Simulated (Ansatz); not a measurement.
# SrTiO3: band gap under strain

How does strain move the band edges of SrTiO3 built on the cubic perovskite prototype, and do the functionals agree on it? States: no strain; -2.5 % strain along z alone; +5.0 % biaxial strain in x and y, free along z.

The runs shown are made with Ansatz 0.2.0. PAW datasets, plane waves. Computed at 0 K without zero-point motion; spin polarisation is off.

## 1. The structure to begin with

The unstrained cell was relaxed with r2SCAN; in each strained cell the atoms were relaxed again with r2SCAN. Names of k-points are those of the unstrained zone, where strain can split equivalent points. First state: no strain.

It is cubic, Pm-3m (No. 221); a = 3.907 Å in the conventional setting, 11.93 Å³ an atom. Near Sr stand 12 O at 2.76 Å; near Ti stand 6 O at 1.95 Å; near O stand 2 Ti at 1.95 Å and 4 Sr at 2.76 Å.

As a file:

```
CELL_PARAMETERS angstrom
3.90685 0.00000 0.00000
0.00000 3.90685 0.00000
0.00000 0.00000 3.90685
ATOMIC_POSITIONS crystal
Sr 0.00000 0.00000 0.00000
Ti 0.50000 0.50000 0.50000
O 0.50000 0.50000 0.00000
O 0.50000 0.00000 0.50000
O 0.00000 0.50000 0.50000
```

## 2. No strain: PBE

Contents of input.yaml:

```yaml
crystal:
  lattice:
    - [3.9068515106, 0.0, 0.0]
    - [0.0, 3.9068515106, 0.0]
    - [0.0, 0.0, 3.9068515106]
  atoms:
    - { symbol: Sr, position: [0.0, 0.0, 0.0] }
    - { symbol: Ti, position: [0.5, 0.5, 0.5] }
    - { symbol: O, position: [0.5, 0.5, 0.0] }
    - { symbol: O, position: [0.5, 0.0, 0.5] }
    - { symbol: O, position: [0.0, 0.5, 0.5] }
kpoints:
  mp_grid: { grid: [6, 6, 6] }
  band_path:
    path: [[0.0, 0.0, 0.0], [0.0, 0.5, 0.0], [0.5, 0.5, 0.0], [0.5, 0.5, 0.5]]
    npoints: 1
hamiltonian:
  xc: pbe
scf:
  occupations: { method: fermi_dirac, width: 0.02 }
  n_extra_bands: 5
output:
  forces: true
  stress: true
  eigenvalues: true
```

After this run come: No strain: r2SCAN; No strain: HSE06; -2.5 % strain along z alone: PBE; -2.5 % strain along z alone: r2SCAN; -2.5 % strain along z alone: HSE06; +5.0 % biaxial strain in x and y, free along z: PBE; +5.0 % biaxial strain in x and y, free along z: r2SCAN; +5.0 % biaxial strain in x and y, free along z: HSE06.

Q: Predict the outcome of this session.

The runs gave:

Least gap in eV (negative: overlap), with the change from the unstrained cell in brackets:

```
                                         state  volume change (%)           PBE        r2SCAN         HSE06
                                     no strain               +0.0          1.88          2.26          3.32
                   -2.5 % strain along z alone               -2.5  1.89 (+0.01)  2.27 (+0.01)  3.35 (+0.03)
+5.0 % biaxial strain in x and y, free along z               +7.4  1.67 (-0.21)  2.02 (-0.24)  3.10 (-0.22)
```

With HSE06, of the states in the table +5.0 % biaxial strain in x and y, free along z shifts the gap most, by -0.223 eV. PBE and HSE06 differ by 1.44 eV on the unstrained gap, and by at most 0.02 eV on its change: the two disagree on the size of the gap but agree on its response to strain.
